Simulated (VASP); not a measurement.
Wanted: the native input for a VASP 6.6.1 run.

* Task: work function
* Functional: PBEsol
* Potentials or basis: VASP PAW PBE potentials, release 64 (Cu)
* Cutoff: 520 eV
* k mesh: 18 × 18 × 1
* Occupations: methfessel-paxton, width 0.2 eV
* Spin: no spin polarisation
* Further INCAR settings: ALGO = Normal; EDIFF = 1e-06

The structure of Cu lies in POSCAR:

```
Cu                                      
1.0
    2.5236641021      0.0000000000      0.0000000000
    1.2618320510      2.1855572230      0.0000000000
    0.0000000000      0.0000000000     31.4845048859
  Cu            
     9
Direct
     0.3333333332999970    0.3333333332999970    0.2394783653487204
     0.6666666667000030    0.6666666667000030    0.3042620556525232
     1.0000000000000000    0.0000000000000000    0.3693282241879348
     0.3333333332999970    0.3333333332999970    0.4346138052566558
     0.6666666667000030    0.6666666667000030    0.5000000000000000
     0.0000000000000000    0.0000000000000000    0.5653861947433441
     0.3333333332999970    0.3333333332999970    0.6306717758120651
     0.6666666667000030    0.6666666667000030    0.6957379443474767
     0.0000000000000000    1.0000000000000000    0.7605216346512795
```

The cell was built by a generator and needn't be a form met in nature.

One way to write it, as run:

INCAR

```
SYSTEM = Cu
ALGO = Normal
EDIFF = 1E-6
ENCUT = 520
GGA = PS
ISIF = 2
ISMEAR = 1
KPAR = 8
LASPH = .True.
LCHARG = .True.
LREAL = .False.
LVACPOTAV = .True.
LVHAR = .True.
LWAVE = .False.
NELM = 100
PREC = Accurate
SIGMA = 0.2
```

KPOINTS

```
k-points
0
Gamma
  18 18 1
  0 0 0
```

Potentials or basis: VASP PAW PBE potentials, release 64 (Cu).

The run is started by

```console
$ cat potpaw_PBE.64/Cu/POTCAR > POTCAR
$ mpirun -np 8 vasp_std > vasp.out
```

It gave:

| Property | Result |
| --- | --- |
| Largest force | 0.010 eV/Å |
| Band gap on the k mesh | none (metal or under the smearing width) |

Caveat: the PAW data sets were made with another functional, which shifts forces and pressure a little.

Wall time 100 s on 8 MPI ranks on Intel(R) Xeon(R) Platinum 8488C (Sapphire Rapids), on a shared host, peak memory 0.5 GiB a rank.
